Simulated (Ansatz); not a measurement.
A plane-wave DFT run in Ansatz 0.2.0 (scalar-relativistic PAW potentials unless the input names others): input and command.

```yaml
crystal:
  lattice:
    - [2.2015871003, -2.2015871003, 0.0]
    - [2.2015871003, 0.0, -2.2015871003]
    - [9.9071419513, 8.2559516261, 8.2559516261]
  atoms:
    - { symbol: Al, position: [0.90105, -0.09895, 0.3958] }
    - { symbol: Al, position: [0.27605, 0.27605, 0.2291333333] }
    - { symbol: Al, position: [0.52605, 0.52605, 0.5624666667] }
    - { symbol: Al, position: [0.77605, 0.77605, 0.8958] }
    - { symbol: Al, position: [0.15105, 0.15105, 0.7291333333] }
    - { symbol: Al, position: [0.65105, 0.65105, 0.0624666667] }
    - { symbol: "N", position: [0.5573, 0.5573, 0.4374666667] }
    - { symbol: "N", position: [0.9323, -0.0677, 0.2708] }
    - { symbol: "N", position: [0.1823, 0.1823, 0.6041333333] }
    - { symbol: "N", position: [0.4323, 0.4323, 0.9374666667] }
    - { symbol: "N", position: [-0.1927, -0.1927, 0.7708] }
    - { symbol: "N", position: [0.3073, 0.3073, 0.1041333333] }
basis:
  ecutwfc: 420
kpoints:
  mp_grid: { grid: [8, 8, 2] }
hamiltonian:
  xc: pbe
scf:
  occupations: { method: gaussian, width: 0.05 }
  max_iter: 80
output:
  forces: true
  eigenvalues: true
  stress: true
total_charge: -4
```

```bash
ansatz run input.yaml --threads 2 --pin off --max-ram 5120MiB --backend cpu --events-out ev --progress --plain --runs-dir out
```

Abridged log:
```
Pseudopotentials: kind: paw
Pseudopotential: Al, paw, valence charge 3, recommended cutoff 420 eV (normal)
Pseudopotential: N, paw, valence charge 5, recommended cutoff 420 eV (normal)
Functional definition: PBE
Crystal: 12 atoms, lattice volume = 128.053 Å³
Basis set: ecut = 420 eV, 2483 PW (Γ), exchange–correlation on 48×48×216 points (8 copies of the dense FFT grid, shifted against one another)
Bands: 38, of which v1, the nominal top of the filled ones, is band 26 counted from 1 (25 counted from 0)
Symmetry: 2 space group operations
Space group: Cm (ITA 8), of the structure as read, at distance tolerance 5.0e-5 Å
k-points: 42 of 128 (time reversal used)
Initial density: superposition of atomic densities (neutral atoms scaled as one to the charged cell's electrons: chi_scale 0, normalization atom), corrected by the library's trained network
Initial wavefunctions: pseudopotential atomic-orbital guess
Functional: x = pbe(κ = 0.804, μ = 0.21951497), c = pbe(β = 0.06672455)
SCF iter   1: F=—  HF=-5506.197080 eV  |F-HF|=—  |Δ(HF+E_count)|=         —  Δρ=1.36e-1  dr2=3.38e1  ethr=1.77e-3  ⟨swp⟩=7.8  Hψ=8733  notcnv=0  defer=44
SCF iter   2: F=—  HF=-5498.556712 eV  |F-HF|=—  |Δ(HF+E_count)|=    7.64e0  Δρ=3.33e-2  dr2=4.44e0  ethr=1.77e-3  ⟨swp⟩=3.9  Hψ=4087  notcnv=0  defer=243
SCF iter   3: F=—  HF=-5498.155274 eV  |F-HF|=—  |Δ(HF+E_count)|=   4.01e-1  Δρ=1.73e-2  dr2=4.95e-1  ethr=1.77e-3  ⟨swp⟩=2.5  Hψ=2860  notcnv=0  defer=236
SCF iter   4: F=—  HF=-5498.093575 eV  |F-HF|=—  |Δ(HF+E_count)|=   6.17e-2  Δρ=6.79e-3  dr2=1.82e-1  ethr=9.52e-4  ⟨swp⟩=2.0  Hψ=1701  notcnv=0  defer=233
SCF iter   5: F=—  HF=-5498.079642 eV  |F-HF|=—  |Δ(HF+E_count)|=   1.39e-2  Δρ=2.77e-3  dr2=2.52e-2  ethr=3.50e-4  ⟨swp⟩=2.1  Hψ=1691  notcnv=0  defer=231
SCF iter   6: F=—  HF=-5498.078035 eV  |F-HF|=—  |Δ(HF+E_count)|=   1.61e-3  Δρ=6.36e-4  dr2=1.31e-3  ethr=4.85e-5  ⟨swp⟩=1.5  Hψ=1934  notcnv=0  defer=223
SCF iter   7: F=—  HF=-5498.077929 eV  |F-HF|=—  |Δ(HF+E_count)|=   1.05e-4  Δρ=2.03e-4  dr2=2.38e-4  ethr=2.52e-6  ⟨swp⟩=1.9  Hψ=2105  notcnv=0  defer=223
SCF iter   8: F=—  HF=-5498.077922 eV  |F-HF|=—  |Δ(HF+E_count)|=   7.29e-6  Δρ=1.18e-4  dr2=5.78e-5  ethr=4.58e-7  ⟨swp⟩=1.6  Hψ=1806  notcnv=0  defer=223
SCF iter   9: F=—  HF=-5498.077652 eV  |F-HF|=—  |Δ(HF+E_count)|=   2.70e-4  Δρ=2.78e-5  dr2=4.59e-6  ethr=1.11e-7  ⟨swp⟩=1.9  Hψ=2202  notcnv=0  defer=223
SCF iter  10: F=—  HF=-5498.077652 eV  |F-HF|=—  |Δ(HF+E_count)|=   4.53e-8  Δρ=8.78e-6  dr2=1.82e-7  ethr=8.82e-9  ⟨swp⟩=1.0  Hψ=1374  notcnv=0  defer=223
SCF iter  11: F=—  HF=-5498.077652 eV  |F-HF|=—  |Δ(HF+E_count)|=   7.24e-9  Δρ=6.11e-6  dr2=1.12e-7  ethr=1.92e-10  ⟨swp⟩=15.4  Hψ=8658  notcnv=0
SCF iter  12: F=-5498.077652 eV  HF=-5498.077652 eV  |F-HF|=1.12e-9  |Δ(HF+E_count)|=   1.08e-8  Δρ=9.37e-7  dr2=1.79e-9  ethr=1.92e-10  ⟨swp⟩=3.1  Hψ=3968  notcnv=0
SCF 1 converged in 12 iterations: F = -5498.077652 eV  dr2 = 1.79e-9
SCF converged after 12 iterations
Free energy (F): -5498.077652 eV
Harris-Foulkes:  -5498.077652 eV  (|F-HF|=1.12e-9)
Internal energy: -5498.069390 eV  (E = F + TS)
E sigma→0 (E₀):  -5498.073521 eV
Entropy (-TS):   -0.008262 eV (-0.689 meV/atom)
Fermi energy:    11.926498 eV
--- Forces (eV/Å), atoms counted from 1 ---
  atom   1  Al     0.01694648     0.01693780     0.01693780
  atom   2  Al    -0.15587044    -0.13022874    -0.13022874
  atom   3  Al    -0.05895292    -0.05668993    -0.05668993
  atom   4  Al     0.39652023     0.15995964     0.15995964
  atom   5  Al    -0.09202677    -0.10790723    -0.10790723
  atom   6  Al    -0.18580985     0.43270099     0.43270099
  atom   7  N     -0.02327936    -0.04627931    -0.04627931
  atom   8  N      0.14057488     0.14704855     0.14704855
  atom   9  N      0.09125459     0.11465346     0.11465346
  atom  10  N     -1.10020066    -1.43712731    -1.43712731
  atom  11  N     -0.11455356    -0.22000038    -0.22000038
  atom  12  N      1.08541442     1.12695107     1.12695107
--- Stress (GPa, compression-positive) ---
      -19.333560       2.682512       2.682512
        2.682515     -15.131948       2.521349
        2.682515       2.521349     -15.131948
  P = ⅓ Tr σ = -16.5325 GPa (-165.325 kbar)
```

Problem. What should be changed?

Solution. The fault is a net charge on a solid that should be neutral, 4 electrons a cell too many, offset by a uniform background, so that energy and pressure hang on that convention (total_charge: not typed → -4, the first being the value of the sound run). Setting it back cures it. The run converged all the same, with a total energy on another zero, pressure -16.53 GPa (with the neutralising background of the charged cell), largest force 2.311 eV/Å, no gap on the mesh, so convergence alone doesn't show that an input is right. A reference run from the same start on usual settings converged with pressure -0.09 GPa, largest force 1.516 eV/Å, gap on the mesh 2.58 eV.

The run took 12 s on 2 threads of Arm Neoverse V2, with other jobs on the host, peak memory 0.42 GiB.